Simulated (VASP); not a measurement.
# Cs: nudged elastic band

Cs, slab, 13 atoms in the cell. PBEsol, nudged elastic band; PAW potentials Cs_sv (PBE set).

Path: Cs hops from a hollow site to the next hollow site of Cs(100); Moving images: 1.

## Input

INCAR.step1:
```
ALGO = Normal ; EDIFF = 1E-6
EDIFFG = -0.02 ; ENCUT = 250
GGA = PS ; IBRION = 2
ISIF = 2 ; ISMEAR = 1
KPAR = 2 ; LASPH = True
LCHARG = False ; LREAL = False
LWAVE = False ; NELM = 100
NSW = 100 ; POTIM = 0.5
PREC = Normal ; SIGMA = 0.1
```

INCAR.step3, as INCAR.step1 but for:
```
- EDIFFG = -0.02
- IBRION = 2
- ISIF = 2
- NSW = 100
- POTIM = 0.5
+ EDIFFG = -0.05
+ IBRION = 1
+ IMAGES = 1
+ NSW = 200
+ POTIM = 0.3
+ SPRING = -5
```

KPOINTS:
```
k-points
0
Gamma
  2 2 1
```

00/POSCAR:
```
Cs
1.0
   12.5138602456      0.0000000000      0.0000000000
    0.0000000000     12.5138602456      0.0000000000
    0.0000000000      0.0000000000     21.4269301228
Cs
13
Selective dynamics
Direct
    0.0000000000      0.0000000000      0.2800214480  F F F
    0.5000000000      0.0000000000      0.2800214480  F F F
    0.0000000000      0.5000000000      0.2800214480  F F F
    0.5000000000      0.5000000000      0.2800214480  F F F
    0.2500000000      0.2500000000      0.4126678982  T T T
    0.7500000000      0.2500000000      0.4155296925  T T T
    0.2500000000      0.7500000000      0.4155296925  T T T
    0.7500000000      0.7500000000      0.3976704559  T T T
    0.9787263700      0.9787263700      0.5471898534  T T T
    0.5212736300      0.9787263700      0.5471898534  T T T
    0.9787263700      0.5212736300      0.5471898534  T T T
    0.5212736300      0.5212736300      0.5471898534  T T T
    0.2500000000      0.2500000000      0.6469787997  T T T
```

01/POSCAR:
```
Cs
1.0
   12.5138602456      0.0000000000      0.0000000000
    0.0000000000     12.5138602456      0.0000000000
    0.0000000000      0.0000000000     21.4269301228
Cs
13
Selective dynamics
Direct
    0.0000000000      0.0000000000      0.2800214480  F F F
    0.5000000000      0.0000000000      0.2800214480  F F F
    0.0000000000      0.5000000000      0.2800214480  F F F
    0.5000000000      0.5000000000      0.2800214480  F F F
    0.2500000000      0.2500000000      0.4141051783  T T T
    0.7500000000      0.2500000000      0.4141125426  T T T
    0.2500000000      0.7500000000      0.4066006440  T T T
    0.7500000000      0.7500000000      0.4066064571  T T T
    1.0000130659      0.9787133042      0.5471905506  T T T
    0.4999869341      0.9787133042      0.5471905506  T T T
    1.0000130659      0.5212866958      0.5471905506  T T T
    0.4999869341      0.5212866958      0.5471905506  T T T
    0.5000000000      0.2500000000      0.6470183399  T T T
```

02/POSCAR:
```
Cs
1.0
   12.5138602456      0.0000000000      0.0000000000
    0.0000000000     12.5138602456      0.0000000000
    0.0000000000      0.0000000000     21.4269301228
Cs
13
Selective dynamics
Direct
    0.0000000000      0.0000000000      0.2800214480  F F F
    0.5000000000      0.0000000000      0.2800214480  F F F
    0.0000000000      0.5000000000      0.2800214480  F F F
    0.5000000000      0.5000000000      0.2800214480  F F F
    0.2500000000      0.2500000000      0.4155424584  T T T
    0.7500000000      0.2500000000      0.4126953926  T T T
    0.2500000000      0.7500000000      0.3976715955  T T T
    0.7500000000      0.7500000000      0.4155424584  T T T
    1.0212997617      0.9787002383      0.5471912479  T T T
    0.4787002383      0.9787002383      0.5471912479  T T T
    1.0212997617      0.5212997617      0.5471912479  T T T
    0.4787002383      0.5212997617      0.5471912479  T T T
    0.7500000000      0.2500000000      0.6470578800  T T T
```

POSCAR.step1:
```
Cs
1.0
   12.5138602456      0.0000000000      0.0000000000
    0.0000000000     12.5138602456      0.0000000000
    0.0000000000      0.0000000000     21.4269301228
Cs
13
Selective dynamics
Direct
    0.0000000000      0.0000000000      0.2800214480  F F F
    0.5000000000      0.0000000000      0.2800214480  F F F
    0.0000000000      0.5000000000      0.2800214480  F F F
    0.5000000000      0.5000000000      0.2800214480  F F F
    0.2500000000      0.2500000000      0.4260276675  T T T
    0.7500000000      0.2500000000      0.4260276675  T T T
    0.2500000000      0.7500000000      0.4260276675  T T T
    0.7500000000      0.7500000000      0.4260276675  T T T
    0.0000000000      0.0000000000      0.5720338869  T T T
    0.5000000000      0.0000000000      0.5720338869  T T T
    0.0000000000      0.5000000000      0.5720338869  T T T
    0.5000000000      0.5000000000      0.5720338869  T T T
    0.2500000000      0.2500000000      0.6567729926  T T T
```

POSCAR.step2:
```
Cs
1.0
   12.5138602456      0.0000000000      0.0000000000
    0.0000000000     12.5138602456      0.0000000000
    0.0000000000      0.0000000000     21.4269301228
Cs
13
Selective dynamics
Direct
    0.0000000000      0.0000000000      0.2800214480  F F F
    0.5000000000      0.0000000000      0.2800214480  F F F
    0.0000000000      0.5000000000      0.2800214480  F F F
    0.5000000000      0.5000000000      0.2800214480  F F F
    0.2500000000      0.2500000000      0.4260276675  T T T
    0.7500000000      0.2500000000      0.4260276675  T T T
    0.2500000000      0.7500000000      0.4260276675  T T T
    0.7500000000      0.7500000000      0.4260276675  T T T
    0.0000000000      0.0000000000      0.5720338869  T T T
    0.5000000000      0.0000000000      0.5720338869  T T T
    0.0000000000      0.5000000000      0.5720338869  T T T
    0.5000000000      0.5000000000      0.5720338869  T T T
   -0.2500000000      0.2500000000      0.6567729926  T T T
```

Commands (each step's output is kept before the next begins):
```
cat potpaw_PBE.64/Cs_sv/POTCAR > POTCAR
cp INCAR.step1 INCAR
cp POSCAR.step1 POSCAR
mpirun -np 8 vasp_std > vasp.out
cp POSCAR.step2 POSCAR
mpirun -np 8 vasp_std > vasp.out
# 00 and 02 hold the relaxed ends; the images between are interpolated (pair-distance (IDPP))
cp INCAR.step3 INCAR
mpirun -np 8 vasp_std > vasp.out
```

## Result

- Barrier (eV): 0.168
- Barrier of the reverse step (eV): 0.168
- Energy of the second end over the first (eV): 0.000
- Top of the path (share of its length): 0.50
- Length of the path (Å): 6.57
- Steps of the band: 13
- Ionic steps, all stages: 49
- Electronic steps, all stages: 542

Energy along the relaxed band:

| Image | Distance along the path (Å) | Energy above the first end (eV) | Slope along the path (eV/Å) | Largest force across the path (eV/Å) |
|---|---|---|---|---|
| 0 | 0.000 | 0.000 | relaxed end |  |
| 1 | 3.286 | 0.168 | -0.000 | 0.042 |
| 2 | 6.572 | 0.000 | relaxed end |  |

The slab is body-centred cubic Cs(100), in-plane cell 12.51 × 12.51 Å, with 2 × 2 k points.

The two ends have the same energy within 0.01 eV.

Limits: the slab is thin and the surface cell small, so the value carries both errors; a single image in the middle can't show two humps with a dip between them, and says nothing of the springs.

VASP 6.6.1 took 1268 s on 8 cores (Intel Xeon 6975P-C (Granite Rapids)), a shared host.
